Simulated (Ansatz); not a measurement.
Below is a relaxed structure of As. The cell was found from a structure generator's guess, not taken from experiment.

Computed with Ansatz, DFT PBE, scalar-relativistic, plane waves, PAW. Cutoff 420 eV, Γ-centred mesh, Gaussian smearing, no spin polarisation.

```
As
1.0
     2.71301   -2.87057    0.00000
     2.71301    2.87057    0.00000
     0.00000    0.00000    2.79039
As
2
Direct
  0.28286 0.71714 0.50000
  0.71714 0.28286 0.50000
```

Energies count from the standard state of As at the same level.

Question: Find its symmetry and describe it.

Answer: Cmmm (No. 65). Conventional cell: a = 5.426 Å, b = 5.741 Å, c = 2.790 Å. As is surrounded by 1 As at 2.49 Å and 4 As at 2.74–2.79 Å.

Question: How far does it lie from the standard state of As?

Answer: +0.11 eV/atom. So it is a metastable form at best.

Question: Is it a metal?

Answer: Yes, bands cross the Fermi level on the 14×14×20 mesh.

The last run used a 14×14×20 mesh (in the run's order of axes) for its 2-atom cell and Gaussian smearing of 0.10 eV. The reference form of As is held partly by dispersion forces, which this level lacks. A structure relaxed within its symmetry needn't be a true minimum.
